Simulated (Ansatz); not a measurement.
# 1T-MnSSe monolayer in a perpendicular field, part 2 of 2

Aim: how the 1T-MnSSe monolayer screens a field along its normal, and what the field does to its bands. A positive field points along +c.

Ansatz 0.2.0; plane-wave DFT, PBE-D3(BJ), Ansatz PAW.

So far. Step 2 (Relaxation): The lattice constant a goes from 3.408 to 3.340 Å.

## Step 3: Single point, field 0

A sawtooth potential applies the field, turning back in the middle of the vacuum. With the dipole correction the typed value is the field outside the slab. The induced dipole is small, so the SCF threshold is tight.

The cell differs from the one that the last finished run ended in (c 36.426 → 20.802 Å).

The input, input.yaml:

```yaml
crystal:
  lattice:
    - [3.3396355889, 0.0, 0.0]
    - [-1.6698177944, 2.8922092593, 0.0]
    - [0.0, 0.0, 20.8020975543]
  atoms:
    - { symbol: Se, position: [0.6666666667, 0.3333333333, 0.4326486777], spin: -0.04 }
    - { symbol: Mn, position: [0.0, 0.0, 0.5059026563], spin: 2.6 }
    - { symbol: S, position: [0.3333333333, 0.6666666667, 0.5673513223], spin: -0.02 }
magnetization:
  spin_polarized: true
kpoints:
  mp_grid: { grid: [18, 18, 1] }
  band_path:
    path: [[0, 0, 0], [0.5, 0, 0], [0.33333333, 0.33333333, 0], [0, 0, 0]]
    npoints: 16
hamiltonian:
  xc: pbe
  dispersion: d3bj
scf:
  occupations: { method: fermi_dirac, width: 0.02585 }
  convergence: { dr2_threshold: 1.0e-10 }
efield:
  axis: 3
  dipole_correction: true
  ramp_position: 0.97
  ramp_width: 0.06
  amplitude: 0
output:
  dos: { projected: true, e_range: [-6, 5] }
  write_potential: true
  write_density: true
  volumetric_format: npy
  elf: true
```

Launch:

```console
$ ansatz run input.yaml --threads 2 --pin off --max-ram 3072MiB --backend cpu --events-out ev --progress --plain --runs-dir out
```

Numbers of over 12 decimals in the logs are rounded to 6 here.

Output:

```text
[...]
Crystal: 3 atoms, lattice volume = 200.926 Å³
Basis set: ecut = 420 eV, 4029 PW (Γ)
Bands: 24, of which v1, the nominal top of the filled ones, is band 19 counted from 1 (18 counted from 0)
Symmetry: 6 space group operations
k-points: 37 of 324 (time reversal used)
[...]
Starting moments: Σ|m| = 2.66 μB on 3 of 3 sites
[...]
SCF iter   1: F=—  HF=-10270.896146 eV  |F-HF|=—  |Δ(HF+E_count)|=         —  Δρ=1.74e-2 (↑1.43e-2 ↓1.74e-2)  dr2=9.94e-1  dr2_m=2.91e-1  M=2.716 μB ∫|m|=2.993 μB  β_m=1.00  ethr=2.56e-3  p=0.000 e·Å  D=1.35e-6 V/Å  ΔV_dip=-0.00 eV  dr2_dipole=2.25e-2  V_vac-E_F(+/−)=5.52/5.52 eV  ⟨swp⟩=1.0  Hψ=12721  notcnv=0
[...]
efield: sawtooth ramp at fractional position 0.9700 (set: `efield.ramp_position`, or a place that a band, a saddle search or an elastic batch's reference lends), width 0.0600; the density the first Hamiltonian is built on has a dipole p = 0.000 e·Å; the dipole correction subtracts the counter field D = 1.35e-6 V/Å, which shifts the + side's vacuum level by -0.00 eV against the − side's; the planar-averaged density in the ramp window peaks in size at 8.7e-6 e/Å³
[...]
SCF iter   2: F=—  HF=-10271.402998 eV  |F-HF|=—  |Δ(HF+E_count)|=   5.07e-1  Δρ=6.33e-3 (↑5.42e-3 ↓6.33e-3)  dr2=2.02e-1  dr2_m=4.53e-3  M=2.730 μB ∫|m|=3.058 μB  β_m=0.37  ethr=2.56e-3  p=-0.016 e·Å  D=-1.43e-2 V/Å  ΔV_dip=0.30 eV  dr2_dipole=4.51e-3  V_vac-E_F(+/−)=5.17/4.87 eV  ⟨swp⟩=3.0  Hψ=3325  notcnv=0  defer=10
density mixer auto → msr1: a metal under ldos (density of states about μ 0.82 of a free-electron gas's, 12 screened modes)
SCF iter   3: F=—  HF=-10271.968508 eV  |F-HF|=—  |Δ(HF+E_count)|=   5.66e-1  Δρ=3.66e-3 (↑3.66e-3 ↓3.26e-3)  dr2=4.67e-2  dr2_m=8.85e-3  M=2.741 μB ∫|m|=3.066 μB  β_m=0.65  ethr=5.45e-4  p=-0.020 e·Å  D=-1.84e-2 V/Å  ΔV_dip=0.38 eV  dr2_dipole=1.21e-3  V_vac-E_F(+/−)=5.17/4.78 eV  ⟨swp⟩=3.0  Hψ=3514  notcnv=0  defer=67
[...]
SCF iter  13: F=-10272.226112 eV  HF=-10272.226112 eV  |F-HF|=9.09e-12  |Δ(HF+E_count)|=  2.55e-11  Δρ=4.60e-8 (↑1.61e-8 ↓4.60e-8)  dr2=9.12e-12  dr2_m=6.90e-13  M=2.753 μB ∫|m|=3.016 μB  ethr=1.00e-12  p=-0.027 e·Å  D=-2.47e-2 V/Å  ΔV_dip=0.51 eV  dr2_dipole=1.61e-13  V_vac-E_F(+/−)=5.53/5.02 eV  ⟨swp⟩=5.4  Hψ=5585  notcnv=0
SCF 1 converged in 13 iterations: F = -10272.226112 eV  dr2 = 9.12e-12
[...]
NSCF: frozen V_eff on 49 k-points
efield: sawtooth ramp at fractional position 0.9700 (kept from the solve that this one continues, or follows in the run), width 0.0600; the density the first Hamiltonian is built on has a dipole p = -0.027 e·Å; the dipole correction subtracts the counter field D = -2.47e-2 V/Å, which shifts the + side's vacuum level by +0.51 eV against the − side's; the planar-averaged density in the ramp window peaks in size at 8.6e-6 e/Å³
SCF converged after 13 iterations
Magnetization: 2.7531 μB (19.8765 up, 17.1235 down)
Absolute magnetization: 3.0127 μB (∫|ρ↑−ρ↓|, with the PAW one-centre terms)
[...]
Per-site moments (μB) at R_I (Å): [(-0.042133, 1.013760), (2.595962, 0.954264), (-0.021339, 0.954264)]
Free energy (F): -10272.226112 eV
[...]
Internal energy: -10272.223063 eV  (E = F + TS)
E sigma→0 (E₀):  -10272.224587 eV
Entropy (-TS):   -0.003048 eV (-1.016 meV/atom)
Fermi energy:    -1.083226 eV
Dipole field:    D = -0.024657 V/Å  (p = -0.027378 e·Å, saw-weighted, corrected)
Work function:   Φ+ = 5.5281 eV   Φ− = 5.0152 eV
Levels:          The Fermi level and band energies are counted from a zero that moves with the ramp; work functions are not
[...]
--- Band table (eV; the first three rows and the last of 74) ---
  k-point 0 ↑: bands = [... 15 lower, -3.6784, -3.2765, -2.4641, -0.7647, -0.7647, 1.1216, 1.1216, 3.3342, ... 1 higher]
  k-point 1 ↑: bands = [... 15 lower, -3.7037, -3.2489, -2.4445, -0.9231, -0.7910, 0.8888, 1.0774, 3.4006, ... 1 higher]
  k-point 2 ↑: bands = [... 15 lower, -3.7705, -3.2318, -2.3885, -1.2884, -0.8788, 0.3645, 0.9700, 3.5837, ... 1 higher]
  k-point 36 ↓: bands = [... 15 lower, -3.7843, -3.6610, -0.3409, -0.0787, 0.0321, 0.7239, 1.1219, 5.5058, ... 1 higher]
```

The job ended after 37 s (2 threads of Arm Neoverse V1, shared host; peak memory 0.7 GiB; 71 s of CPU time).

In the SCF lines HF is the Harris–Foulkes energy and dr2 the Hartree energy of the density residual, in eV; the loop may stop once dr2 is under the threshold and the program's other checks hold. Hψ counts applications of the Hamiltonian.

This step gave:

| Item | Value |
| --- | --- |
| energy at zero smearing | -10272.2246 eV |
| total moment | 2.753 μB |
| site moments | -0.04213, 2.596, -0.02134 μB |
| work function, upper face | 5.528 eV |
| work function, lower face | 5.015 eV |
| dipole along the normal | -0.02738 e·Å |
| step between the vacuum levels | 0.5129 eV |

Running mean over a fixed 2.7 Å (it still follows the layers) of the planar mean; the ramp of the sawtooth is left out. Table of electron's electrostatic potential energy less the Fermi level by z:

| z (Å) | electron's electrostatic potential energy less the Fermi level (eV) |
| --- | --- |
| 3.0 | 5.02 |
| 3.5 | 5.02 |
| 4.0 | 5.02 |
| 4.5 | 5.01 |
| 5.0 | 5.01 |
| 5.5 | 5.00 |
| 6.0 | 4.96 |
| 6.5 | 4.79 |
| 7.0 | 4.00 |
| 7.5 | 2.40 |
| 8.0 | 0.597 |
| 8.5 | -1.28 |
| 9.0 | -3.60 |
| 9.5 | -6.01 |
| 10.0 | -7.12 |
| 10.5 | -7.66 |
| 11.0 | -7.65 |
| 11.5 | -6.21 |
| 12.0 | -3.54 |
| 12.5 | -0.876 |
| 13.0 | 1.53 |
| 13.5 | 3.77 |
| 14.0 | 5.12 |
| 14.5 | 5.44 |
| 15.0 | 5.51 |
| 15.5 | 5.52 |
| 16.0 | 5.53 |
| 16.5 | 5.53 |
| 17.0 | 5.53 |
| 17.5 | 5.53 |

The density of states has structure finer than the step of the table below, so its rows give means over 0.25 eV, whole bins alone (the curve runs from -6 to 1.99 eV). Peaks (eV: height): total -4.760: 8.65, -3.880: 8.61, -3.020: 5.49, -2.940: 8.89, -1.260: 7.14, 0.950: 11.2, 1.220: 8.16; up -5.010: 3.95, -3.880: 8.21, -2.440: 3.68, -2.310: 3.74, -2.170: 3.97, -1.260: 6.42, 1.440: 5.43; down -4.760: 6.28, -3.550: 3.11, -3.020: 4.01, -2.940: 7.25, 0.950: 10.0, 1.220: 7.09, 1.770: 3.09.

Density of states against energy, zero at the Fermi level; means over each step; values in states/eV a cell:

| energy (eV) | total | up | down |
| --- | --- | --- | --- |
| -5.75 | 1.02 | 0.567 | 0.449 |
| -5.50 | 1.44 | 0.949 | 0.491 |
| -5.25 | 1.85 | 1.21 | 0.633 |
| -5.00 | 3.30 | 2.32 | 0.980 |
| -4.75 | 4.12 | 1.65 | 2.47 |
| -4.50 | 1.77 | 0.462 | 1.30 |
| -4.25 | 2.25 | 1.36 | 0.889 |
| -4.00 | 3.17 | 2.74 | 0.427 |
| -3.75 | 2.71 | 2.28 | 0.426 |
| -3.50 | 2.22 | 0.588 | 1.63 |
| -3.25 | 3.72 | 1.38 | 2.34 |
| -3.00 | 4.57 | 1.56 | 3.01 |
| -2.75 | 3.22 | 2.18 | 1.04 |
| -2.50 | 2.67 | 1.56 | 1.11 |
| -2.25 | 3.99 | 2.56 | 1.44 |
| -2.00 | 2.83 | 1.79 | 1.04 |
| -1.75 | 3.06 | 1.84 | 1.23 |
| -1.50 | 2.82 | 1.53 | 1.29 |
| -1.25 | 3.66 | 2.73 | 0.926 |
| -1.00 | 1.31 | 0.978 | 0.332 |
| -0.75 | 0.992 | 0.786 | 0.206 |
| -0.50 | 0.795 | 0.643 | 0.152 |
| -0.25 | 0.634 | 0.442 | 0.193 |
| 0.00 | 1.17 | 0.349 | 0.825 |
| 0.25 | 1.93 | 0.272 | 1.66 |
| 0.50 | 1.73 | 0.683 | 1.05 |
| 0.75 | 1.75 | 1.21 | 0.540 |
| 1.00 | 5.01 | 1.06 | 3.96 |
| 1.25 | 4.47 | 1.30 | 3.16 |
| 1.50 | 2.22 | 2.22 | 0 |
| 1.75 | 2.16 | 1.09 | 1.06 |

Projected DOS per atom over height of the atomic layer and energy from the Fermi level. Layers: Se Mn S from below.

Ten even steps from '0' (0.18 states/eV) to '9' (4.27 states/eV), each cell a mean:
```
021
110
190
020
020
010
000
000
110
222
121
241
121
142
122
011
142
111
212
212
000
000
```
Columns: height of the atomic layer (Å) from 9 to 11.8 (not evenly spaced); rows upwards: energy from the Fermi level (eV) from -5.96 to 1.96.

Projected DOS per atom, spin up over height of the atomic layer and energy from the Fermi level. Layers: Se Mn S from below.

Ten even steps from '0' (0.04 states/eV) to '9' (1.85 states/eV), each cell a mean:
```
111
332
111
121
000
000
000
101
222
243
141
291
251
160
131
021
294
021
222
334
111
000
```
Columns: height of the atomic layer (Å) from 9 to 11.8 (not evenly spaced); rows upwards: energy from the Fermi level (eV) from -5.96 to 1.96.

Projected DOS per atom, spin down over height of the atomic layer and energy from the Fermi level. Layers: Se Mn S from below.

Ten even steps from '0' (0.02 states/eV) to '9' (3.90 states/eV), each cell a mean:
```
020
000
190
010
030
010
000
000
000
101
100
101
100
122
112
001
000
101
202
000
000
000
```
Columns: height of the atomic layer (Å) from 9 to 11.8 (not evenly spaced); rows upwards: energy from the Fermi level (eV) from -5.96 to 1.96.

Deep bands are left out, so band numbers here count from the lowest band kept and differ from the log's. Electronic bands along the path, in eV, zero at the Fermi level; # counts the bands kept:

| point | up #8 | up #9 | up #10 | up #11 | down #5 | down #6 | down #7 | down #8 |
| --- | --- | --- | --- | --- | --- | --- | --- | --- |
| Γ | 0.32 | 0.32 | 2.20 | 2.20 | 0.00 | 0.00 | 0.38 | 0.38 |
| halfway | -1.05 | -0.35 | 0.69 | 1.81 | -1.35 | -1.21 | 0.09 | 1.12 |
| M | -1.76 | -1.64 | 1.47 | 1.74 | -2.38 | -1.57 | -0.18 | 0.89 |
| halfway | -1.79 | -1.38 | 0.85 | 1.39 | -2.57 | -2.44 | 0.42 | 0.96 |
| K | -1.57 | -1.43 | 0.60 | 1.13 | -2.70 | -2.58 | 0.74 | 1.00 |
| halfway | -1.26 | -0.61 | 0.85 | 1.25 | -2.11 | -1.36 | 0.43 | 0.95 |
| Γ | 0.32 | 0.32 | 2.20 | 2.20 | 0.00 | 0.00 | 0.38 | 0.38 |

Spin density in the ca plane at fractional y = 0.000, with atoms of Mn within 0.2 Å of it.

Ten even steps from '0' (0.0 e/Å³) to '9' (4.1 e/Å³), each cell a mean:
```
00000000000000000002661000000000000000000000
00000000000000000000110000000000000000000000
00000000000000000000000000000000000000000000
00000000000000000000000000000000000000000000
00000000000000000000000000000000000000000000
00000000000000000000000000000000000000000000
00000000000000000000000000000000000000000000
00000000000000000001330000000000000000000000
00000000000000000003993000000000000000000000
```
Columns run along c (16.0 Å, from fractional 0.15 to 0.92 of the cell), rows up along a (3.3 Å). Atoms in or near the plane, at fractional coordinates: Mn at (0.51, 0.00).

ELF in the ca plane at fractional y = 0.000, with atoms of Mn within 0.2 Å of it. It is the smooth field of the valence electrons, not physical close to the nuclei.

Values, 5 rows by 16 columns, each cell a mean:
```
0.00 0.00 0.00 0.00 0.00 0.01 0.09 0.24 0.41 0.42 0.20 0.05 0.00 0.00 0.00 0.00
0.00 0.00 0.00 0.00 0.00 0.09 0.46 0.63 0.31 0.36 0.64 0.33 0.03 0.00 0.00 0.00
0.00 0.00 0.00 0.00 0.01 0.17 0.64 0.71 0.40 0.49 0.75 0.50 0.07 0.00 0.00 0.00
0.00 0.00 0.00 0.00 0.00 0.06 0.34 0.54 0.28 0.30 0.51 0.22 0.02 0.00 0.00 0.00
0.00 0.00 0.00 0.00 0.00 0.01 0.05 0.16 0.50 0.51 0.13 0.03 0.00 0.00 0.00 0.00
```
Columns run along c (16.0 Å, from fractional 0.08 to 0.85 of the cell), rows up along a (3.3 Å). Atoms in or near the plane, at fractional coordinates: Mn at (0.51, 0.00).

Valence density in the ca plane at fractional y = 0.000, with atoms of Mn within 0.2 Å of it. It is the smooth field of the valence electrons, not physical close to the nuclei.

Ten steps, logarithmic in the rise over the least value, from '0' (0 e/Å³) to '9' (23 e/Å³), each cell a mean:
```
00000000000000000000013798521000000000000000
00000000000000000001112455311000000000000000
00000000000000000011121122221100000000000000
00000000000000000012221111122110000000000000
00000000000000000012221111222110000000000000
00000000000000000011221111122110000000000000
00000000000000000001112233211100000000000000
00000000000000000000112577411000000000000000
00000000000000000000013799620000000000000000
```
Columns run along c (16.0 Å, from fractional 0.08 to 0.85 of the cell), rows up along a (3.3 Å). Atoms in or near the plane, at fractional coordinates: Mn at (0.51, 0.00).

The work function of the upper face is 5.53 eV.

## Step 4: Single point, field 0.1 V/Å

input.yaml, as its differences from that of step 3:

```diff
@@ -27,5 +27,4 @@
   ramp_width: 0.06
-  amplitude: 0
+  amplitude: 0.1
 output:
-  dos: { projected: true, e_range: [-6, 5] }
   write_potential: true
@@ -33,2 +32 @@
   volumetric_format: npy
-  elf: true
```

Output:

```text
[...]
Crystal: 3 atoms, lattice volume = 200.926 Å³
Basis set: ecut = 420 eV, 4029 PW (Γ)
Bands: 24, of which v1, the nominal top of the filled ones, is band 19 counted from 1 (18 counted from 0)
Symmetry: 6 space group operations
k-points: 37 of 324 (time reversal used)
[...]
Starting moments: Σ|m| = 2.66 μB on 3 of 3 sites
[...]
k-point 1 ↑: bands = [... 15 lower, -3.7098, -3.2645, -2.4421, -0.9282, -0.7964, 0.8818, 1.0703, 3.1812, ... 1 higher]
  k-point 2 ↑: bands = [... 15 lower, -3.7766, -3.2446, -2.3900, -1.2928, -0.8842, 0.3578, 0.9630, 3.3576, ... 1 higher]
  k-point 36 ↓: bands = [... 15 lower, -3.7981, -3.6587, -0.3471, -0.0865, 0.0249, 0.7171, 1.1174, 5.4884, ... 1 higher]
[key lines of the parts left out:]
SCF converged after 13 iterations
Magnetization: 2.7536 μB (19.8768 up, 17.1232 down)
Free energy (F): -10272.224708 eV
Fermi energy:    -1.088114 eV
Dipole field:    D = -0.000628 V/Å  (p = -0.000697 e·Å, saw-weighted, corrected)
```

The job ended after 37 s (2 threads; peak memory 0.7 GiB).

The dipole is -7.0e-4 e·Å, 0.0267 e·Å from its value without field.

## Step 5: Atoms held, field -0.1 V/Å

input.yaml, as its differences from that of step 4:

```diff
@@ -27,3 +27,3 @@
   ramp_width: 0.06
-  amplitude: 0.1
+  amplitude: -0.1
 output:
```

Output:

```text
[...]
Crystal: 3 atoms, lattice volume = 200.926 Å³
Basis set: ecut = 420 eV, 4029 PW (Γ)
Bands: 24, of which v1, the nominal top of the filled ones, is band 19 counted from 1 (18 counted from 0)
Symmetry: 6 space group operations
k-points: 37 of 324 (time reversal used)
[...]
Starting moments: Σ|m| = 2.66 μB on 3 of 3 sites
[...]
k-point 1 ↑: bands = [... 15 lower, -3.6985, -3.2343, -2.4479, -0.9189, -0.7866, 0.8950, 1.0837, 3.5344, ... 1 higher]
  k-point 2 ↑: bands = [... 15 lower, -3.7653, -3.2201, -2.3878, -1.2849, -0.8742, 0.3703, 0.9762, 3.7266, ... 1 higher]
  k-point 36 ↓: bands = [... 15 lower, -3.7714, -3.6642, -0.3355, -0.0718, 0.0383, 0.7297, 1.1255, 5.5209, ... 1 higher]
[key lines of the parts left out:]
SCF converged after 13 iterations
Magnetization: 2.7526 μB (19.8763 up, 17.1237 down)
Free energy (F): -10272.230183 eV
Fermi energy:    -1.079233 eV
Dipole field:    D = -0.048675 V/Å  (p = -0.054048 e·Å, saw-weighted, corrected)
```

Run time: 36 s. Hardware: 2 threads; peak memory 0.7 GiB.

The dipole is -0.0540 e·Å, -0.0267 e·Å from its value without field.

## Step 6: Response, atoms held

This step: plane-wave DFT, PBE-D3(BJ), Ansatz PAW; response to a field along the normal, atoms held (Ansatz 0.2.0).

The dipoles give the slope, and the difference of two potentials shows where the field is screened.

This step gave:

- equivalent conductor thickness p/(ε₀AE): 4.997 Å
- distance between the outer atoms: 2.802 Å

Table of dipole of the cell by applied field:

| applied field (V/Å) | dipole of the cell (e·Å) |
| --- | --- |
| -0.1000 | -0.0540 |
| 0.0000 | -0.0274 |
| 0.1000 | -7.0e-4 |

The total moment stays at 2.75 μB for applied field from -0.1 to 0.1 V/Å.

Local field over the applied field, running mean. From the potentials at -0.1 and 0.1 V/Å; running mean over 2.5 Å. The local field over applied field by z:

| z (Å) | local field over applied field |
| --- | --- |
| 4.5 | 0.998 |
| 5.0 | 0.995 |
| 5.5 | 0.985 |
| 6.0 | 0.959 |
| 6.5 | 0.899 |
| 7.0 | 0.782 |
| 7.5 | 0.620 |
| 8.0 | 0.442 |
| 8.5 | 0.266 |
| 9.0 | 0.128 |
| 9.5 | 0.0532 |
| 10.0 | 0.0226 |
| 10.5 | 0.0173 |
| 11.0 | 0.0426 |
| 11.5 | 0.104 |
| 12.0 | 0.219 |
| 12.5 | 0.382 |
| 13.0 | 0.563 |
| 13.5 | 0.735 |
| 14.0 | 0.872 |
| 14.5 | 0.949 |
| 15.0 | 0.981 |
| 15.5 | 0.994 |
| 16.0 | 0.998 |
| 16.5 | 0.999 |

Electrons, planar mean, per unit field. Table of induced electron density by z:

| z (Å) | induced electron density (e/Å³ per V/Å) |
| --- | --- |
| 4.5 | 7.3e-6 |
| 5.0 | 2.3e-5 |
| 5.5 | 6.8e-5 |
| 6.0 | 1.9e-4 |
| 6.5 | 5.1e-4 |
| 7.0 | 0.00128 |
| 7.5 | 0.00266 |
| 8.0 | 0.00350 |
| 8.5 | 0.00167 |
| 9.0 | 9.0e-4 |
| 9.5 | 5.6e-4 |
| 10.0 | -8.2e-4 |
| 10.5 | 4.9e-5 |
| 11.0 | 4.9e-4 |
| 11.5 | -8.0e-4 |
| 12.0 | -0.00106 |
| 12.5 | -0.00322 |
| 13.0 | -0.00326 |
| 13.5 | -0.00167 |
| 14.0 | -6.6e-4 |
| 14.5 | -2.4e-4 |
| 15.0 | -8.2e-5 |
| 15.5 | -2.7e-5 |
| 16.0 | -8.4e-6 |
| 16.5 | -2.6e-6 |

By hand: between -0.1 and 0.1 V/Å the dipole changes by 0.05335 e·Å, a slope of 0.2668 e·Å²/V. A perfect conductor of thickness t has p = ε₀AEt, so t = 180.95 × 0.2668 / 9.659 = 5.00 Å (e/ε₀ = 180.95 V·Å, A in Å²).

The induced dipole is that of a conductor 5.00 Å thick.

## Step 7: What came out

```yaml
gap_without_field: none
work_function_upper_face: 5.53 eV
step_between_the_vacuum_levels: 0.513 eV
equivalent_conductor_thickness_atoms_held: 5.00 Å
```

In words: The induced dipole equals that of a perfect conductor 5.00 Å thick, while the outer atoms lie 2.80 Å apart. The two faces differ: the vacuum level above lies 0.51 eV higher than the one below. There is no gap over 0.03 eV, with or without the field. For an open d or f shell that can be the fault of a semilocal functional without a Hubbard term. The magnetic order is the one reached from the typed start; other orders were not compared. Spin-orbit coupling is left out.

[Logs are printed without paths, hosts, clocks, repeated set-up lines and the standing remarks that a program may print on its own settings, such as how far it seeks lower states.]

[Hosts, paths, dates, database ids (printed as entryN), source tags and the programs' standing remarks are cut or masked in the printed files.]

[Maps of the electrostatic potential energy from Ansatz leave out the sawtooth potential of an applied field or a dipole correction, so their vacuum need not be flat; planar profiles and work functions include it.]

[The density of states shown here was stored with 400 of the rows of the run's finer table, so its peaks can read low, often by over a quarter, or be missed, and its means over a window can be off by a tenth or more.]
